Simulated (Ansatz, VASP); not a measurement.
**One calculation of RbBr, two programs**

```
Rb Br
1.0
     0.00000    3.50643    3.50643
     3.50643    0.00000    3.50643
     3.50643    3.50643    0.00000
Rb Br
1 1
Cartesian
  0.0000 0.0000 0.0000
  3.5064 3.5064 3.5064
```

Alike in both runs: functional PBE; k mesh 6 × 6 × 6; occupations gaussian, width 0.02 eV; no spin polarisation.

Ansatz relaxed the structure, and its values are those at the end. VASP's run is a single point on that final structure, the one shown.

|  | VASP | Ansatz |
| --- | --- | --- |
| version | VASP 6.6.1 | Ansatz 0.2.0 |
| potentials or method | VASP PAW PBE potentials, release 64 (Rb_sv, Br) | scalar-relativistic, plane waves, PAW |
| plane-wave cutoff (eV) | 520 | 420 |
| valence electrons in the cell | 16 | 16 |

VASP gave:

* gap on the k mesh at the Fermi level (eV): 4.19
* least direct gap on the mesh (eV): 4.19
* pressure (GPa): 0.0

Question: Estimate Ansatz's values.

Answer: gap on the k mesh at the Fermi level (eV): 4.20; least direct gap on the mesh (eV): 4.20; pressure (GPa): 0.0.

The functional is the same, so the differences come from potentials, cutoffs and numerics.

Expect the measured gap to be larger: semilocal functionals such as PBE lack the derivative discontinuity.
